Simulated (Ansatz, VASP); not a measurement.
# Sn: VASP beside Ansatz

File INCAR:

```
PREC = Accurate ; ENCUT = 600
EDIFF = 1E-7 ; ISMEAR = 0
SIGMA = 0.1 ; LREAL = False
LASPH = True ; NELM = 100
ALGO = Normal ; ISIF = 3
LWAVE = False ; LCHARG = False
GGA = PE ; IBRION = 2
NSW = 90 ; EDIFFG = -0.04
```

KPOINTS

```
Automatic mesh
0
Gamma
  4 4 4
```

POSCAR

```
Sn
1.0
    5.4820452168      0.0000000000      0.0000000000
    0.0000000000      5.4820452168      0.0000000000
    0.0000000000      0.0000000000      5.4820452168
Sn
4
Direct
    0.0300000000      0.0300000000      0.0300000000
    0.4700000000      0.9700000000      0.5300000000
    0.5300000000      0.4700000000      0.9700000000
    0.9700000000      0.5300000000      0.4700000000
```

Input for Ansatz:

```yaml
crystal:
  lattice:
    - [5.4820452168, 0.0, 0.0]
    - [0.0, 5.4820452168, 0.0]
    - [0.0, 0.0, 5.4820452168]
  atoms:
    - { symbol: Sn, position: [0.03, 0.03, 0.03] }
    - { symbol: Sn, position: [0.47, 0.97, 0.53] }
    - { symbol: Sn, position: [0.53, 0.47, 0.97] }
    - { symbol: Sn, position: [0.97, 0.53, 0.47] }
basis:
  ecutwfc: 420
kpoints:
  mp_grid: { grid: [4, 4, 4] }
hamiltonian:
  xc: pbe
scf:
  occupations: { method: gaussian, width: 0.1 }
  lower_state_search: "off"
output:
  forces: true
  stress: true
  eigenvalues: true
relax:
  adjacent_minimum: "off"
  f_tol: 0.04
  max_steps: 70
  cell: { stress_tol: 0.4 }
```

Alike in both runs: task relaxation of cell and atoms; functional PBE; k mesh 4 × 4 × 4; occupations gaussian, width 0.1 eV; no spin polarisation.

|  | VASP | Ansatz |
| --- | --- | --- |
| version | VASP 6.6.1 | Ansatz 0.2.0 |
| potentials or method | VASP PAW PBE potentials, release 64 (Sn_d) | scalar-relativistic, plane waves, PAW |
| plane-wave cutoff (eV) | 600 | 420 |
| valence electrons in the cell | 56 | 56 |

VASP gave:

| Property | Result |
| --- | --- |
| gap on the k mesh at the Fermi level, each at its own relaxed structure (eV) | none |
| relaxed volume (Å³/atom) | 28.19 |
| relaxed cell length with the largest relative difference (Å) | 4.831 |
| energy change over the relaxation (meV/atom) | -422 |

**Question.** What did Ansatz give for the same quantities?

**Answer.** gap on the k mesh at the Fermi level, each at its own relaxed structure (eV): none; relaxed volume (Å³/atom): 28.10; relaxed cell length with the largest relative difference (Å): 4.826; energy change over the relaxation (meV/atom): -422.

A gap of «none» marks a metal or a gap that the smearing closes.

Caveats: the volume moved by over 15 % at a fixed basis, so the end points are rough.
